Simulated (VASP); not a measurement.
# SrTiO3 (Tausonite) (Pm-3m) in VASP: notebook, part 2 of 2

VASP 6.6.1. The steps go on from the part before.

### Step 4. Relaxation of cell and atoms, PBEsol

This run uses another cell than the first one, of 11.82 Å³/atom, 1.026 times its volume.

The input, INCAR:

```
PREC = Accurate
ENCUT = 600
EDIFF = 1E-7
ISMEAR = 0
SIGMA = 0.03
LREAL = False
LASPH = True
NELM = 80
ALGO = Normal
ISIF = 3
LWAVE = False
LCHARG = False
GGA = PS
IBRION = 2
NSW = 90
EDIFFG = -0.005
KPAR = 4
```

The input, KPOINTS:

```
Automatic mesh
0
Gamma
  8 8 8
```

The input, POSCAR:

```
SrTiO3                                  
1.0
    3.8947475962     -0.0000000000      0.0000000000
   -0.0000000000      3.8947475962      0.0000000000
   -0.0000000000     -0.0000000000      3.8947475962
  Sr              Ti              O             
     1     1     3
Direct
     0.5000000000000000    0.5000000000000000    0.5000000000000000
     0.0000000000000000    0.0000000000000000    0.0000000000000000
     0.5000000000000000    0.0000000000000000    0.0000000000000000
     0.0000000000000000    0.5000000000000000    0.0000000000000000
     0.0000000000000000    0.0000000000000000    0.5000000000000000
```

Potentials or basis: VASP PAW PBE potentials, release 64 (Sr_sv, Ti_sv, O).

Run with:

```bash
> cat potpaw_PBE.64/Sr_sv/POTCAR potpaw_PBE.64/Ti_sv/POTCAR potpaw_PBE.64/O/POTCAR > POTCAR
> mpirun -np 4 vasp_std > vasp.out
```

OUTCAR:

```text
PREC = Accurate
   ENCUT = 600
   EDIFF = 1E-7
   ISMEAR = 0
   LREAL = False
   LASPH = True
   NELM = 80
   ISIF = 3
   GGA = PS
   IBRION = 2
   NSW = 90
   EDIFFG = -0.005

 ion  position               nearest neighbor table
   1  0.500  0.500  0.500-   3 2.75   4 2.75   5 2.75   3 2.75   4 2.75   3 2.75   5 2.75   3 2.75
                             4 2.75   5 2.75   4 2.75   5 2.75   2 3.37   2 3.37   2 3.37   2 3.37
   2  0.000  0.000  0.000-   3 1.95   4 1.95   5 1.95   5 1.95   4 1.95   3 1.95   1 3.37   1 3.37
                             1 3.37   1 3.37   1 3.37   1 3.37   1 3.37   1 3.37
   3  0.500  0.000  0.000-   2 1.95   2 1.95   1 2.75   1 2.75   1 2.75   1 2.75
   4  0.000  0.500  0.000-   2 1.95   2 1.95   1 2.75   1 2.75   1 2.75   1 2.75
   5  0.000  0.000  0.500-   2 1.95   2 1.95   1 2.75   1 2.75   1 2.75   1 2.75

  LATTYP: Found a simple cubic cell.
 ALAT       =     3.8947475962

  Lattice vectors:

 A1 = (   3.8947475962,   0.0000000000,   0.0000000000)
 A2 = (   0.0000000000,   3.8947475962,   0.0000000000)
 A3 = (   0.0000000000,   0.0000000000,   3.8947475962)

Analysis of symmetry for initial positions (statically):
=====================================================================
 Subroutine PRICEL returns:
[... 186 lines left out ...]

 k-point     1 :       0.0000    0.0000    0.0000
  band No.  band energies     occupation
      1     -52.0791      2.00000
      2     -28.5312      2.00000
      3     -28.4468      2.00000
      4     -28.4468      2.00000
      5     -28.4468      2.00000
      6     -13.2996      2.00000
[... 637 lines left out ...]
     23       8.2736      0.00000
     24       9.9449      0.00000

 [... further k-points ...]

------------------------ aborting loop because EDIFF is reached ----------------------------------------

  FORCE on cell =-STRESS in cart. coord.  units (eV):
  Direction    XX          YY          ZZ          XY          YZ          ZX
  --------------------------------------------------------------------------------------
  -------------------------------------------------------------------------------------
  Total       -0.0023795     -0.0023795     -0.0023795      0.0000000      0.0000000     -0.0000000
  in kB       -0.0645282     -0.0645282     -0.0645282      0.0000000      0.0000000     -0.0000000
  external PRESSURE =      -0.0645282 kB  Pullay stress =       0.0000000 kB

 VOLUME and BASIS-vectors are now :
 -----------------------------------------------------------------------------
  energy-cutoff  :      600.00
  volume of cell :       59.08
      direct lattice vectors                 reciprocal lattice vectors
     3.894747596  0.000000000  0.000000000     0.256756048  0.000000000  0.000000000
     0.000000000  3.894747596  0.000000000     0.000000000  0.256756048  0.000000000
     0.000000000  0.000000000  3.894747596     0.000000000  0.000000000  0.256756048

 POSITION                                       TOTAL-FORCE (eV/Angst)
 -----------------------------------------------------------------------------------
      1.94737      1.94737      1.94737         0.000000      0.000000      0.000000
      0.00000      0.00000      0.00000         0.000000      0.000000      0.000000
      1.94737      0.00000      0.00000         0.000000      0.000000      0.000000
      0.00000      1.94737      0.00000         0.000000      0.000000      0.000000
      0.00000      0.00000      1.94737         0.000000      0.000000      0.000000
 -----------------------------------------------------------------------------------
    total drift:                                0.000000      0.000000     -0.000000

  FREE ENERGIE OF THE ION-ELECTRON SYSTEM (eV)
  ---------------------------------------------------
  free  energy   TOTEN  =       -42.0221701629 eV

  energy  without entropy=      -42.0221701629  energy(sigma->0) =      -42.02217016

 reached required accuracy - stopping structural energy minimisation
```

Wall time 9.1 s (4 MPI ranks of Intel Xeon 6975P-C (Granite Rapids), shared host); peak memory 0.21 GiB.

What came out:

| Property | Result |
| --- | --- |
| Free energy | -42.0222 eV |
| Pressure after relaxing | 0.0 GPa |
| Band gap on the k mesh | 1.82 eV, indirect (least direct gap 2.17 eV) |

Final structure:
```
CELL_PARAMETERS angstrom
3.89475 0.00000 0.00000
0.00000 3.89475 0.00000
0.00000 0.00000 3.89475
ATOMIC_POSITIONS crystal
Sr 0.50000 0.50000 0.50000
Ti 0.00000 0.00000 0.00000
O 0.50000 0.00000 0.00000
O 0.00000 0.50000 0.00000
O 0.00000 0.00000 0.50000
```

Caveat: the relaxation stopped at its first step, so nothing moved; the PAW data sets were made with another functional, which shifts forces and pressure a little. As with any semilocal functional, this PBEsol gap is likely too small.

### Step 5. Relaxation of cell and atoms, PBE

This run uses another cell than the first one, of 11.91 Å³/atom, 1.034 times its volume.

The input, INCAR:

```
  PREC = Accurate
  ENCUT = 600
  EDIFF = 1E-6
  ISMEAR = 0
  SIGMA = 0.03
  LREAL = False
  LASPH = True
  NELM = 80
  ALGO = Normal
  ISIF = 3
  LWAVE = False
  LCHARG = False
  GGA = PE
  IBRION = 2
  NSW = 90
  EDIFFG = -0.01
  KPAR = 2
```

The input, KPOINTS:

```
regular mesh
0
Gamma
  8 8 8
```

The input, POSCAR:

```
SrTiO3
1.0
    3.9052800000      0.0000000000      0.0000000000
    0.0000000000      3.9052800000      0.0000000000
    0.0000000000      0.0000000000      3.9052800000
Sr Ti O
1 1 3
Direct
    0.5000000000      0.5000000000      0.5000000000
    0.0000000000      0.0000000000      0.0000000000
    0.5000000000      0.0000000000      0.0000000000
    0.0000000000      0.5000000000      0.0000000000
    0.0000000000      0.0000000000      0.5000000000
```

Run with:

```bash
> cat potpaw_PBE.64/Sr_sv/POTCAR potpaw_PBE.64/Ti_sv/POTCAR potpaw_PBE.64/O/POTCAR > POTCAR
> mpirun -np 2 vasp_std > vasp.out
```

It took 35 s on 2 MPI ranks of Intel Xeon 6975P-C (Granite Rapids), shared host; peak memory 0.22 GiB.

The run converged. Its results:

- Free energy: -40.1069 eV
- Relaxed volume: 12.23 Å³/atom
- Relaxed cell: a = 3.940 Å, b = 3.940 Å, c = 3.940 Å, α = 90.00°, β = 90.00°, γ = 90.00°
- Space group after relaxing (to 0.05 Å): Pm-3m (No. 221)
- Energy gained by relaxing: 4.6 meV/atom
- Ionic steps: 3
- Pressure after relaxing: 0.0 GPa
- Band gap on the k mesh: 1.81 eV, indirect (least direct gap 2.18 eV)

Step by step:
```
step  energy change (eV)  largest force (eV/Å)  pressure (GPa)  volume (Å³)
   1              0.0000                0.0000            4.69        59.56
   2             -0.0057                0.0000           -3.75        62.62
   3             -0.0232                0.0000           -0.02        61.17
```

Final structure:
```
Sr Ti O
1.0
     3.94020    0.00000    0.00000
     0.00000    3.94020    0.00000
     0.00000    0.00000    3.94020
Sr Ti O
1 1 3
Direct
  0.50000 0.50000 0.50000
  0.00000 0.00000 0.00000
  0.50000 0.00000 0.00000
  0.00000 0.50000 0.00000
  0.00000 0.00000 0.50000
```

Levels at points of the mesh, in eV from the valence-band top:
```csv
k point,band 17,band 18,band 19,band 20,band 21,band 22,band 23,band 24
"(0.00, 0.00, 0.00)",-1.12,-0.37,-0.37,-0.37,1.81,1.81,1.81,4.12
"(0.50, 0.00, 0.00)",-2.29,-1.90,-0.73,-0.73,1.96,3.64,3.64,4.13
"(0.50, 0.50, 0.00)",-1.74,-1.54,-1.54,-0.09,3.65,3.65,4.09,5.05
"(0.50, 0.50, 0.50)",-3.66,0.00,0.00,0.00,4.29,4.29,4.29,6.84
```

A k mesh can miss the band edges. PBE usually gives volumes a little too large and moduli too small.

### Step 6. Relaxation of cell and atoms, PBE

This run uses another cell than the first one, of 12.23 Å³/atom, 1.062 times its volume.

Changes to INCAR since step 5:

```diff
@@ -2,3 +2,3 @@
   ENCUT = 600
-  EDIFF = 1E-6
+  EDIFF = 1E-7
   ISMEAR = 0
@@ -15,3 +15,3 @@
   NSW = 90
-  EDIFFG = -0.01
+  EDIFFG = -0.005
   KPAR = 2
```

KPOINTS is that of step 5.

The input, POSCAR:

```
SrTiO3                                  
1.0
    3.9402048290      0.0000000000      0.0000000000
    0.0000000000      3.9402048290      0.0000000000
   -0.0000000000      0.0000000000      3.9402048290
  Sr              Ti              O             
     1     1     3
Direct
     0.5000000000000000    0.5000000000000000    0.5000000000000000
     0.0000000000000000    0.0000000000000000    0.0000000000000000
     0.5000000000000000    0.0000000000000000    0.0000000000000000
     0.0000000000000000    0.5000000000000000    0.0000000000000000
     0.0000000000000000    0.0000000000000000    0.5000000000000000
```

Potentials or basis: VASP PAW PBE potentials, release 64 (Sr_sv, Ti_sv, O).

Run with:

```bash
> cat potpaw_PBE.64/Sr_sv/POTCAR potpaw_PBE.64/Ti_sv/POTCAR potpaw_PBE.64/O/POTCAR > POTCAR
> mpirun -np 2 vasp_std > vasp.out
```

It took 17 s on 2 MPI ranks of Intel Xeon 6975P-C (Granite Rapids), shared host; peak memory 0.21 GiB.

Results (log left out):

```yaml
Free_energy: -40.1103 eV
Pressure_after_relaxing: -0.1 GPa
Band_gap_on_the_k_mesh: 1.81 eV, indirect (least direct gap 2.18 eV)
```

Final structure:
```
Sr Ti O
1.0
     3.94020    0.00000    0.00000
     0.00000    3.94020    0.00000
     0.00000    0.00000    3.94020
Sr Ti O
1 1 3
Cartesian
  1.9701 1.9701 1.9701
  0.0000 0.0000 0.0000
  1.9701 0.0000 0.0000
  0.0000 1.9701 0.0000
  0.0000 0.0000 1.9701
```

Levels at points of the mesh, in eV from the valence-band top:
| k point | band 16 | band 17 | band 18 | band 19 | band 20 | band 21 | band 22 | band 23 | band 24 |
| --- | --- | --- | --- | --- | --- | --- | --- | --- | --- |
| (0.00, 0.00, 0.00) | -1.13 | -1.13 | -0.37 | -0.37 | -0.37 | 1.81 | 1.81 | 1.81 | 4.12 |
| (0.50, 0.00, 0.00) | -2.29 | -2.29 | -1.90 | -0.73 | -0.73 | 1.96 | 3.64 | 3.64 | 4.13 |
| (0.50, 0.50, 0.00) | -2.76 | -1.74 | -1.54 | -1.54 | -0.09 | 3.65 | 3.65 | 4.09 | 5.05 |
| (0.50, 0.50, 0.50) | -3.66 | -3.66 | 0.00 | 0.00 | 0.00 | 4.29 | 4.29 | 4.29 | 6.84 |

Caveat: the relaxation stopped at its first step, so nothing moved. A k mesh can miss the band edges.

### Step 7. Summary

```tsv
level	cell	target pressure	gap on the mesh (eV)	pressure (GPa)
PBEsol	relaxed to 5 GPa	5 GPa	1.86	5.0
PBEsol	relaxed	-	1.82	0.0
PBE	relaxed	-	1.81	-0.1
```

Alike in all rows: task relaxation of cell and atoms; potentials or basis VASP PAW PBE potentials, release 64 (Sr_sv, Ti_sv, O); no spin polarisation; k mesh 8 × 8 × 8; cutoff (eV) 600; smearing gaussian 0.03 eV.

Caveats: the relaxation stopped at its first step, so nothing moved; the PAW data sets were made with another functional, which shifts forces and pressure a little (some runs); the cell is relaxed towards a set pressure, so the enthalpy falls and the energy may rise (some runs).

Absolute energies hang on the potentials; compare differences alone.
